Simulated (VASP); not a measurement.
Set up this calculation in VASP 6.6.1, as the native input.

| Item | Value |
| --- | --- |
| Task | electric field gradients |
| Functional | PBE |
| Potentials or basis | VASP PAW PBE potentials, release 64 (Sb) |
| Cutoff | 520 eV |
| k mesh | 13 × 13 × 13 |
| Occupations | fermi-dirac, width 0.05 eV |
| Spin | no spin polarisation |
| Dipole correction | no |
| Further INCAR settings | ALGO = Fast; EDIFF = 1e-08; NBANDS = 8 |

The structure of Sb lies in POSCAR:

```
Sb
1.0
    3.0986349352      0.0000000000      0.0000000000
    0.0000000000      3.0986349352      0.0000000000
    0.0000000000      0.0000000000      3.2864000000
Sb
1
Direct
    0.0000000000      0.0000000000      0.0000000000
```

This isn't the form of Sb at room conditions, which is rhombohedral.

The cell isn't the ideal one: z stretched by +4 % at fixed volume, PAW files.

One way to write it, as run:

INCAR

```
PREC = Accurate
ENCUT = 520
EDIFF = 1E-8
ISMEAR = -1
SIGMA = 0.05
LREAL = False
LASPH = True
NELM = 80
ALGO = Fast
ISIF = 2
LWAVE = False
LCHARG = False
GGA = PE
LEFG = True
NBANDS = 8
```

KPOINTS

```
regular mesh
0
Gamma
  13 13 13
```

Potentials or basis: VASP PAW PBE potentials, release 64 (Sb).

Command:

```console
$ cat potpaw_PBE.64/Sb/POTCAR > POTCAR
$ mpirun -np 1 vasp_std > vasp.out
```

It gave:

```json
{
 "Pressure": "-2.2 GPa",
 "Band gap on the k mesh": "none (metal or under the smearing width)"
}
```

Wall time 12 s on 1 thread of Intel(R) Xeon(R) 6975P-C (Granite Rapids) (shared host), peak memory 0.17 GiB.
